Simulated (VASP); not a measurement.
# TaN (P6_3/mmc) in VASP: further runs, part 2 of 2

VASP 6.6.1. Earlier steps stand in the parts before.

**3. Elastic constants, LDA**

Input file POSCAR:

```
TaN
1.0
    2.9217699809      0.0000000000      0.0000000000
   -1.4608849905      2.5303270275      0.0000000000
    0.0000000000      0.0000000000      5.9165150000
Ta N
2 2
Direct
    0.0000000000      0.0000000000      0.5000000000
    0.0000000000      0.0000000000      0.0000000000
    0.3333333333      0.6666666667      0.2500000000
    0.6666666667      0.3333333333      0.7500000000
```

Input file INCAR.step1:

```
ALGO = Fast ; EDIFF = 1E-8
EDIFFG = -0.002 ; ENCUT = 600
IBRION = 2 ; ISIF = 3
ISMEAR = -1 ; LASPH = T
LCHARG = F ; LREAL = F
LWAVE = F ; NELM = 60
NSW = 40 ; PREC = Accurate
SIGMA = 0.05
```

Input file INCAR.step2:

```
ALGO = Fast ; EDIFF = 1E-8
ENCUT = 600 ; IBRION = 6
ISIF = 3 ; ISMEAR = -1
LASPH = T ; LCHARG = F
LREAL = F ; LWAVE = F
NELM = 60 ; NFREE = 2
NSW = 1 ; POTIM = 0.015
PREC = Accurate ; SIGMA = 0.05
```

Input file KPOINTS:

```
k-points
0
Gamma
  7 7 4
```

Potentials or basis: VASP PAW LDA potentials, release 64 (Ta_pv, N).

Command:

```bash
$ cat potpaw_LDA.64/Ta_pv/POTCAR potpaw_LDA.64/N/POTCAR > POTCAR
$ cp INCAR.step1 INCAR
$ mpirun -np 1 vasp_std > vasp.out
$ cp CONTCAR POSCAR
$ cp INCAR.step2 INCAR
$ mpirun -np 1 vasp_std > vasp.out
```

It took 12 min on 1 thread of AMD EPYC 9R45 (Zen 5), shared host; peak memory 0.21 GiB.

The run converged. Its results:

| Item | Value |
| --- | --- |
| Relaxed volume | 10.44 Å³/atom |
| Relaxed cell | a = 2.874 Å, b = 2.874 Å, c = 5.840 Å, α = 90.00°, β = 90.00°, γ = 120.00° |
| Space group after relaxing (to 0.05 Å) | P6_3/mmc (No. 194) |
| Voigt bulk modulus | 373 GPa |
| Highest phonon frequency at Γ, LO-TO splitting left out | 581 cm⁻¹ |

Step by step:
| step | energy change (eV) | largest force (eV/Å) | pressure (GPa) | volume (Å³) |
| --- | --- | --- | --- | --- |
| 1 | 0.0000 | 0.0000 | -15.36 | 43.74 |
| 2 | 0.5477 | 0.0000 | 52.23 | 37.44 |
| 3 | -0.0970 | 0.0000 | -0.71 | 41.87 |
| 4 | -0.0971 | 0.0000 | -0.10 | 41.81 |
| 5 | -0.0971 | 0.0000 | 0.24 | 41.77 |
| 6 | -0.0974 | 0.0000 | 0.28 | 41.73 |
| 7 | -0.0979 | 0.0000 | 0.25 | 41.75 |
| 8 | -0.0979 | 0.0000 | -0.46 | 41.83 |
| 9 | -0.0980 | 0.0000 | 0.00 | 41.78 |

Final structure:
```
Ta N
1.0
     2.87402    0.00000    0.00000
    -1.43701    2.48897    0.00000
     0.00000    0.00000    5.84031
Ta N
2 2
Direct
  0.00000 0.00000 0.50000
  0.00000 0.00000 0.00000
  0.33333 0.66667 0.25000
  0.66667 0.33333 0.75000
```

Phonon frequencies in cm⁻¹ (negative: imaginary):
```csv
q point,frequencies
"(0.000, 0.000, 0.000)",0 0 0 151 151 264 429 429 508 508 532 581
```

Elastic tensor in Voigt notation (GPa, in the Cartesian axes of the cell as first typed):
```
583 306 170   0   0   0
306 583 170   0   0   0
170 170 895   0   0   0
  0   0   0 302   0   0
  0   0   0   0 302   0
  0   0   0   0   0 139
```

Clamped-ion elastic tensor (GPa):
```
626 263 170   0   0   0
263 626 170   0   0   0
170 170 895   0   0   0
  0   0   0 302   0   0
  0   0   0   0 302   0
  0   0   0   0   0 181
```

The run has no spin-orbit coupling, so splittings on Ta are missing.

**4. Phonons, PBE**

POSCAR is that of step 3.

Input file INCAR.step1:

```
SYSTEM = TaN
ALGO = Normal ; EDIFF = 1E-8
EDIFFG = -0.002 ; ENCUT = 600
GGA = PE ; IBRION = 2
ISIF = 3 ; ISMEAR = -1
LASPH = .TRUE. ; LCHARG = .FALSE.
LREAL = .FALSE. ; LWAVE = .FALSE.
NELM = 100 ; NSW = 40
PREC = Accurate ; SIGMA = 0.05
```

Input file INCAR.step2:

```
SYSTEM = TaN
ALGO = Normal ; EDIFF = 1E-8
ENCUT = 600 ; GGA = PE
IBRION = 6 ; ISIF = 2
ISMEAR = -1 ; LASPH = .TRUE.
LCHARG = .FALSE. ; LREAL = .FALSE.
LWAVE = .FALSE. ; NELM = 100
NFREE = 2 ; NSW = 1
POTIM = 0.015 ; PREC = Accurate
SIGMA = 0.05
```

Input file KPOINTS:

```
k-points
0
G
  7 7 4
  0 0 0
```

Potentials or basis: VASP PAW PBE potentials, release 64 (Ta_pv, N).

Command:

```bash
$ cat potpaw_PBE.64/Ta_pv/POTCAR potpaw_PBE.64/N/POTCAR > POTCAR
$ cp INCAR.step1 INCAR
$ mpirun -np 1 vasp_std > vasp.out
$ cp CONTCAR POSCAR
$ cp INCAR.step2 INCAR
$ mpirun -np 1 vasp_std > vasp.out
```

OUTCAR:

```text
SYSTEM = TaN
   EDIFF = 1E-8
   ENCUT = 600
   GGA = PE
   IBRION = 6
   ISIF = 2
   ISMEAR = -1
   LASPH = .TRUE.
   LREAL = .FALSE.
   NELM = 100
   NFREE = 2
   NSW = 1
   POTIM = 0.015
   PREC = Accurate

 ion  position               nearest neighbor table
   1  0.000  0.000  0.500-   3 2.24   4 2.24   4 2.24   3 2.24   4 2.24   3 2.24   2 2.96   2 2.96

   2  0.000  0.000  0.000-   3 2.24   4 2.24   4 2.24   3 2.24   4 2.24   3 2.24   1 2.96   1 2.96
[... 1114 lines left out ...]

 INTERNAL STRAIN TENSOR FOR ION    4 for displacements in x,y,z  (eV/Angst):
          X           Y           Z          XY          YZ          ZX
  --------------------------------------------------------------------------------
  x     0.00000    -0.00000    -0.00000    -7.16992     0.00000     0.00000
  y    -7.16992     7.16992     0.00000    -0.00000     0.00000     0.00000
  z     0.00000     0.00000     0.00000     0.00000     0.00000     0.00000

 Eigenvectors and eigenvalues of the dynamical matrix
 ----------------------------------------------------

   1 f  =   15.819205 THz    99.394997 2PiTHz  527.671886 cm-1    65.422946 meV
             X         Y         Z           dx          dy          dz
      0.000000  0.000000  2.964241    -0.000000    0.000000    0.000000
      0.000000  0.000000  0.000000    -0.000000    0.000000    0.000000
     -0.000000  1.683476  1.482121    -0.000000    0.000000   -0.707107
      1.457933  0.841738  4.446362     0.000000   -0.000000    0.707107
[... 71 lines left out ...]
  12 f/i=    0.002304 THz     0.014476 2PiTHz    0.076850 cm-1     0.009528 meV
             X         Y         Z           dx          dy          dz
      0.000000  0.000000  2.964241     0.000000    0.000000   -0.681272
      0.000000  0.000000  0.000000     0.000000    0.000000   -0.681272
     -0.000000  1.683476  1.482121     0.000000    0.000000   -0.189391
      1.457933  0.841738  4.446362     0.000000    0.000000   -0.189391

 ELASTIC MODULI CONTR FROM IONIC RELAXATION (kBar)
 Direction    XX          YY          ZZ          XY          YZ          ZX
 --------------------------------------------------------------------------------
 XX        -325.2493    325.2493      0.0000      0.0000     -0.0000     -0.0000
 YY         325.2493   -325.2493     -0.0000      0.0000      0.0000      0.0000
 ZZ           0.0000     -0.0000     -0.0000     -0.0000      0.0000      0.0000
 XY           0.0000      0.0000     -0.0000   -325.2493     -0.0000     -0.0000
 YZ          -0.0000      0.0000      0.0000     -0.0000     -0.0000     -0.0000
 ZX          -0.0000      0.0000      0.0000     -0.0000     -0.0000     -0.0000
 --------------------------------------------------------------------------------
```

OSZICAR.step1:

```text
N       E                     dE             d eps       ncg     rms          rms(c)
DAV:   1     0.301612319433E+03    0.30161E+03   -0.19458E+04   960   0.188E+03
DAV:   2    -0.329889202573E+02   -0.33460E+03   -0.32496E+03  1136   0.501E+02
DAV:   3    -0.490054127131E+02   -0.16016E+02   -0.15539E+02  1208   0.100E+02
[... 52 lines left out ...]
DAV:   4    -0.440287648173E+02   -0.11126E-06   -0.35120E-06  1176   0.154E-02    0.747E-03
DAV:   5    -0.440287656599E+02   -0.84255E-06   -0.39665E-07  1152   0.445E-03    0.259E-03
DAV:   6    -0.440287660612E+02   -0.40132E-06   -0.29153E-07  1136   0.374E-03    0.464E-04
DAV:   7    -0.440287660305E+02    0.30711E-07   -0.98189E-09   596   0.993E-04    0.401E-04
DAV:   8    -0.440287660396E+02   -0.90999E-08   -0.32731E-09   568   0.491E-04
   5 F= -.44028766E+02 E0= -.44023320E+02  d E =-.159230E-04
```

It took 3.6 min on 1 thread of AMD EPYC 9R45 (Zen 5), shared host; peak memory 0.23 GiB.

Results:

- Relaxed volume: 10.91 Å³/atom
- Relaxed cell: a = 2.916 Å, b = 2.916 Å, c = 5.928 Å, α = 90.00°, β = 90.00°, γ = 120.00°
- Space group after relaxing (to 0.05 Å): P6_3/mmc (No. 194)
- Highest phonon frequency at Γ, LO-TO splitting left out: 528 cm⁻¹

Step by step:
| step | energy change (eV) | largest force (eV/Å) | pressure (GPa) | volume (Å³) |
| --- | --- | --- | --- | --- |
| 1 | 0.0000 | 0.0000 | -0.52 | 43.74 |
| 2 | 0.0001 | 0.0000 | 0.95 | 43.51 |
| 3 | -0.0010 | 0.0000 | 0.18 | 43.63 |
| 4 | -0.0010 | 0.0000 | -0.33 | 43.70 |
| 5 | -0.0010 | 0.0000 | 0.01 | 43.65 |

Final structure:
```
Ta N
1.0
     2.91587    0.00000    0.00000
    -1.45793    2.52521    0.00000
     0.00000    0.00000    5.92848
Ta N
2 2
Direct
  0.00000 0.00000 0.50000
  0.00000 0.00000 0.00000
  0.33333 0.66667 0.25000
  0.66667 0.33333 0.75000
```

Phonon frequencies in cm⁻¹ (negative: imaginary):
```
              q point                                frequencies
(0.000, 0.000, 0.000)  0 0 0 140 140 248 399 399 475 475 492 528
```
